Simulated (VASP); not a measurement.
# CoO: hyperfine terms and field gradients

Aim: the hyperfine contact terms and the field gradients at the nuclei of CoO, by functional. The start is a computed cell from the Materials Project.

Method: LDA, DFT+U (Co d 3 eV), spin-polarised from a ferromagnetic start; plane waves and PAW (Co, O), in the first sound run; inputs show where later runs differ, in VASP 6.6.1.

### Step 1. Set-up

It takes space group R3m (No. 160, trigonal). The conventional cell has a = 3.204 Å, b = 3.204 Å, c = 7.699 Å, α = 90.00°, β = 90.00°, γ = 120.00°. Nearest to Co lie 4 O at 1.91 to 1.96 Å. Nearest to O lie 4 Co at 1.91 to 1.96 Å. Farther neighbours and most contacts between anions are not listed.

As a file:

```cif
data_structure
_symmetry_space_group_name_H-M 'P 1'
_symmetry_Int_Tables_number 1
_cell_length_a 3.1638
_cell_length_b 3.1638
_cell_length_c 6.3276
_cell_angle_alpha 60.852
_cell_angle_beta 60.852
_cell_angle_gamma 60.852
_cell_volume 45.65
loop_
_atom_site_label
_atom_site_type_symbol
_atom_site_fract_x
_atom_site_fract_y
_atom_site_fract_z
_atom_site_occupancy
Co1 Co 0.99898 0.99898 0.49949 1
Co2 Co 0.99898 0.99898 0.99949 1
O3 O 0.75102 0.75102 0.37551 1
O4 O 0.75102 0.75102 0.87551 1
```

### Step 2. Local probes at LDA

Field gradients probe the charge near the nuclei, so LASPH is on and the cutoff is at least 1.4 times the default of the data sets; this run is at LDA. LHYPERFINE adds the spin density at the nuclei, with NGYROMAG = 1 for all, so that values scale to any isotope.

File INCAR:

```
SYSTEM = CoO
PREC = Accurate
ENCUT = 560
EDIFF = 1E-07
NELM = 100
ISMEAR = -1
SIGMA = 0.05
LREAL = .FALSE.
ALGO = Normal
GGA = CA
NBANDS = 26
ISPIN = 2
MAGMOM = 2 2 0 0
LDAU = .TRUE.
LDAUTYPE = 2
LDAUL = 2 -1
LDAUU = 3 0
LDAUJ = 0 0
LDAUPRINT = 1
LASPH = .TRUE.
LMAXMIX = 4
LORBIT = 11
LWAVE = .FALSE.
LCHARG = .FALSE.
KPAR = 4
LEFG = .TRUE.
ICORELEVEL = 1
LHYPERFINE = .TRUE.
NGYROMAG = 1 1
```

File POSCAR:

```
CoO
1.0
    1.6022198417      0.9250420569      2.5664708903
   -1.6022198417      0.9250420569      2.5664708903
    0.0000000000     -3.7001682276      5.1329417806
Co O
2 2
Direct
    0.9989783200      0.9989783200      0.4994891600
    0.9989783200      0.9989783200      0.9994891600
    0.7510210300      0.7510210300      0.3755105150
    0.7510210300      0.7510210300      0.8755105150
```

File KPOINTS:

```
Automatic mesh
0
Gamma
10 10 6
0 0 0
```

Potentials, in the order of the species: Co and O (PBE family, release 64).

The run is started by

```bash
mpirun -np 4 vasp_std
```

Output:

```text
[banner, memory and clock lines left out]
running    4 mpi-ranks, on    1 nodes
 distrk:  each k-point on    1 cores,    4 groups
 distr:  one band on    1 cores,    1 groups

 POSCAR found type information on POSCAR CoO
 POSCAR found :  2 types and       4 ions
|                                                                             |
|               ----> ADVICE to this user running VASP <----                  |
|                                                                             |
|     You enforced a specific xc type in the INCAR file but a different       |
|     [... a line on the potential file left out ...]
|     I HOPE YOU KNOW WHAT YOU ARE DOING!                                     |
|                                                                             |

 LDA part: xc-table for (Slater(with rela. corr.)+CA(PZ))
 , standard interpolation
 POSCAR, INCAR and KPOINTS ok, starting setup
 FFT: planning ... GRIDC
 FFT: planning ... GRID_SOFT
 FFT: planning ... GRID
 WAVECAR not read
 entering main loop
       N       E                     dE             d eps       ncg     rms          rms(c)
DAV:   1     0.256968259069E+03    0.25697E+03   -0.14467E+04 18000   0.144E+03
DAV:   2    -0.152918087982E+01   -0.25850E+03   -0.23186E+03 18594   0.324E+02
DAV:   3    -0.298580686355E+02   -0.28329E+02   -0.27034E+02 19994   0.123E+02
DAV:   4    -0.304895173744E+02   -0.63145E+00   -0.62934E+00 20276   0.189E+01
DAV:   5    -0.305077748076E+02   -0.18257E-01   -0.18255E-01 23522   0.301E+00    0.266E+01
DAV:   6    -0.280412206695E+02    0.24666E+01   -0.39931E+01 23372   0.981E+01    0.297E+01
DAV:   7    -0.263618896541E+02    0.16793E+01   -0.81765E+00 20888   0.636E+01    0.124E+01
DAV:   8    -0.267424588026E+02   -0.38057E+00   -0.22266E+00 22978   0.960E+00    0.757E+00
DAV:   9    -0.268636244311E+02   -0.12117E+00   -0.11055E+00 27302   0.788E+00    0.133E+00
DAV:  10    -0.269387211516E+02   -0.75097E-01   -0.17006E-01 25206   0.629E+00    0.899E-01
DAV:  11    -0.269487881611E+02   -0.10067E-01   -0.41925E-02 25992   0.234E+00    0.497E-01
DAV:  12    -0.269547306292E+02   -0.59425E-02   -0.55456E-03 22938   0.739E-01    0.227E-01
DAV:  13    -0.269559572734E+02   -0.12266E-02   -0.12180E-03 22448   0.276E-01    0.151E-01
DAV:  14    -0.269565462565E+02   -0.58898E-03   -0.68175E-04 27476   0.263E-01    0.482E-02
DAV:  15    -0.269565850406E+02   -0.38784E-04   -0.15741E-04 23214   0.103E-01    0.195E-02
DAV:  16    -0.269565822598E+02    0.27808E-05   -0.27344E-05 22584   0.699E-02    0.154E-02
DAV:  17    -0.269565850107E+02   -0.27510E-05   -0.52409E-06 22318   0.229E-02    0.493E-03
DAV:  18    -0.269565851778E+02   -0.16704E-06   -0.71706E-07 17602   0.110E-02    0.227E-03
DAV:  19    -0.269565851872E+02   -0.93733E-08   -0.33073E-07 12318   0.678E-03
ion   1
     0.0000000    -0.0000000     0.0012449    -1.0467648     0.0000000    -0.0041263
     0.0000452    -0.0000000     0.0012449    -1.0467648     0.0000000    -0.0041263
     0.0000623    -0.0000000     0.0012449    -1.0467648     0.0000000    -0.0041263
     0.0000858    -0.0000000     0.0012449    -1.0467648     0.0000000    -0.0041263
     0.0001181    -0.0000000     0.0012449    -1.0467647     0.0000000    -0.0041263

     0.0000000    -0.0000000    -0.0006409     4.1112511     0.0000000    -0.0276502
     0.0000452    -0.0000000    -0.0006408     4.1110151     0.0000000    -0.0276503
     0.0000623    -0.0000000    -0.0006407     4.1108780     0.0000000    -0.0276503
     0.0000858    -0.0000000    -0.0006406     4.1106532     0.0000000    -0.0276504
     0.0001181    -0.0000000    -0.0006404     4.1102863     0.0000000    -0.0276505

ion   2
     0.0000000    -0.0000000     0.0012449    -1.0467648     0.0000000    -0.0041263
     0.0000452    -0.0000000     0.0012449    -1.0467648     0.0000000    -0.0041263
     0.0000623    -0.0000000     0.0012449    -1.0467648     0.0000000    -0.0041263
     0.0000858    -0.0000000     0.0012449    -1.0467648     0.0000000    -0.0041263
     0.0001181    -0.0000000     0.0012449    -1.0467647     0.0000000    -0.0041263

     0.0000000    -0.0000000    -0.0006409     4.1112511     0.0000000    -0.0276502
     0.0000452    -0.0000000    -0.0006408     4.1110151     0.0000000    -0.0276503
     0.0000623    -0.0000000    -0.0006407     4.1108780     0.0000000    -0.0276503
     0.0000858    -0.0000000    -0.0006406     4.1106532     0.0000000    -0.0276504
     0.0001181    -0.0000000    -0.0006404     4.1102863     0.0000000    -0.0276505

ion   3
     0.0000000     0.0000000    -0.0073178     0.4474067    -0.0000000    -0.0098396
     0.0000293     0.0000000    -0.0073178     0.4474067    -0.0000000    -0.0098396
     0.0000403     0.0000000    -0.0073178     0.4474067    -0.0000000    -0.0098396
     0.0000555     0.0000000    -0.0073178     0.4474067    -0.0000000    -0.0098396
     0.0000765     0.0000000    -0.0073178     0.4474067    -0.0000000    -0.0098396

     0.0000000     0.0000000    -0.0211376     0.9620621    -0.0000000    -0.0284847
     0.0000293     0.0000000    -0.0211376     0.9620619    -0.0000000    -0.0284847
     0.0000403     0.0000000    -0.0211376     0.9620618    -0.0000000    -0.0284847
     0.0000555     0.0000000    -0.0211376     0.9620615    -0.0000000    -0.0284847
     0.0000765     0.0000000    -0.0211376     0.9620612    -0.0000000    -0.0284846

ion   4
     0.0000000     0.0000000    -0.0073178     0.4474067    -0.0000000    -0.0098396
     0.0000293     0.0000000    -0.0073178     0.4474067    -0.0000000    -0.0098396
     0.0000403     0.0000000    -0.0073178     0.4474067    -0.0000000    -0.0098396
     0.0000555     0.0000000    -0.0073178     0.4474067    -0.0000000    -0.0098396
     0.0000765     0.0000000    -0.0073178     0.4474067    -0.0000000    -0.0098396

     0.0000000     0.0000000    -0.0211376     0.9620621    -0.0000000    -0.0284847
     0.0000293     0.0000000    -0.0211376     0.9620619    -0.0000000    -0.0284847
     0.0000403     0.0000000    -0.0211376     0.9620618    -0.0000000    -0.0284847
     0.0000555     0.0000000    -0.0211376     0.9620615    -0.0000000    -0.0284847
     0.0000765     0.0000000    -0.0211376     0.9620612    -0.0000000    -0.0284846

   1 F= -.26956585E+02 E0= -.26953942E+02  d E =-.528701E-02  mag=     5.9531
```

It took 5.8 min on 4 MPI ranks of AMD EPYC 7R43, shared host; peak memory 1.4 GiB; 22 min of CPU time.

Lines that name or quote the potential files are left out of all logs, and their timing lines are given in words.

[end of part 1 of 3]

[Lines on the potential files, build, host, timing and source positions are cut from VASP's logs without a mark.]

[Logs are printed without paths, hosts, clocks, repeated set-up lines and the standing remarks that a program may print on its own settings, such as how far it seeks lower states.]

[Hosts, paths, dates, database ids (printed as entryN), source tags and the programs' standing remarks are cut or masked in the printed files.]
